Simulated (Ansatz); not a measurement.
# InSb: a tetragonal deformation path

Aim: for InSb, follow a tetragonal deformation at fixed volume.

Method: DFT PBE, scalar-relativistic, plane waves, PAW, in Ansatz 0.2.0.

## (1) The starting structure

It takes space group F-43m (No. 216, cubic). The conventional cell has a = 6.478 Å, b = 6.478 Å, c = 6.478 Å, α = 90.00°, β = 90.00°, γ = 90.00°. In (site symmetry -43m) is surrounded by 4 Sb at 2.81 Å. Sb (site symmetry -43m) is surrounded by 4 In at 2.81 Å.

Coordinates:

```cif
data_structure
_symmetry_space_group_name_H-M 'F-43m'
_symmetry_Int_Tables_number 216
_cell_length_a 6.4782
_cell_length_b 6.4782
_cell_length_c 6.4782
_cell_angle_alpha 90.000
_cell_angle_beta 90.000
_cell_angle_gamma 90.000
_cell_volume 271.87
loop_
_atom_site_label
_atom_site_type_symbol
_atom_site_symmetry_multiplicity
_atom_site_Wyckoff_symbol
_atom_site_fract_x
_atom_site_fract_y
_atom_site_fract_z
_atom_site_occupancy
In1 In 4 a 0.00000 0.00000 0.00000 1
Sb1 Sb 4 c 0.25000 0.25000 0.25000 1
```

No relaxation comes first: the listed cell is the starting point.

## (2) The reference cell

Reference values: F = -12082.5421 eV; pressure 3.14 GPa; largest force 0.000 eV/Å; gap on the mesh none (metal). It was computed beforehand with the settings of the runs below.

## (3) Setting up a tetragonal deformation path

At fixed volume and fractional coordinates, lengths along (0.000, 0.000, 1.000) are scaled against those across it; ρ is that ratio over its starting value.

## (4) Point ρ = 0.707

Contents of input.yaml:

```yaml
crystal:
  lattice:
    - [0.0, 3.6359498532, 2.5706165462]
    - [3.6359498532, 0.0, 2.5706165462]
    - [3.6359498532, 3.6359498532, 0.0]
  atoms:
    - { symbol: In, position: [0.0, 0.0, 0.0] }
    - { symbol: Sb, position: [0.75, 0.75, 0.75] }
basis:
  ecutwfc: 420
kpoints:
  mp_grid: { grid: [14, 14, 14] }
hamiltonian:
  xc: pbe
scf:
  occupations: { method: gaussian, width: 0.15 }
output:
  forces: true
  stress: true
  eigenvalues: true
```

On the command line:

```
$ ansatz run input.yaml --threads 1 --pin off --max-ram 2560MiB --backend cpu --events-out ev --progress --plain --runs-dir out
```

The session goes on with these runs: ρ = 1.414; ρ = 0.850; At ρ = 1.200; At ρ = 0.780; ρ = 1.300; ρ = 0.920; At ρ = 1.100; point ρ = 0.650; At ρ = 1.500; At ρ = 0.960; At ρ = 1.050.

Before running it: what results should come out? Wanted: highest point.

The runs gave:

| quantity | value |
| --- | --- |
| highest point | 329.8 meV/atom at ρ = 1.500 |

The undisturbed cell stays the lowest of the sampled points. No sampled point inside the path is a dip, apart from those named. A gap opens on the mesh, up to 0.19 eV. These runs have no spin-orbit coupling; with Sb it would split and shift bands.
